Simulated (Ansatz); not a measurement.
Relativity in BeTe

```
CELL_PARAMETERS angstrom
0.00000 2.77000 2.77000
2.77000 0.00000 2.77000
2.77000 2.77000 0.00000
ATOMIC_POSITIONS crystal
Be 0.00000 0.00000 0.00000
Te 0.75000 0.75000 0.75000
```

Atom numbers follow the list: Be1, Te2.

The conventional cell has a = 5.540 Å, b = 5.540 Å, c = 5.540 Å, α = 90.00°, β = 90.00°, γ = 90.00°. Around Be (atom 1) lie 4 Te at 2.40 Å. Te (atom 2) has 4 Be at 2.40 Å as nearest neighbours.

The cell is COD entry 9008838, as deposited and not checked against the literature; nothing was relaxed. It differs from other determinations.

One fixed cell is solved with PBE by full-potential LAPW in Ansatz 0.2.0 under different relativistic treatments. Pressure is positive in compression.

Numerical set-up: a Γ-centred 11×11×11 k mesh, Fermi–Dirac smearing of 0.05 eV, basis error target 0.5 meV/atom, no spin polarisation.

```
                                             setting  P (GPa)  gap on the k mesh (eV)
                                 scalar-relativistic     4.27                    1.89
                                    non-relativistic     5.04                       ?
                            with spin–orbit coupling     4.28                       ?
                   scalar-relativistic, point nuclei     4.27                    1.89
scalar-relativistic, inner shells corrected to Dirac     4.27                    1.89
```

Q: What belongs in the row "with spin–orbit coupling", column "gap on the k mesh (eV)"?

A: 1.59.

Q: Fill in "gap on the k mesh (eV)" for the row "non-relativistic".

A: 1.95.
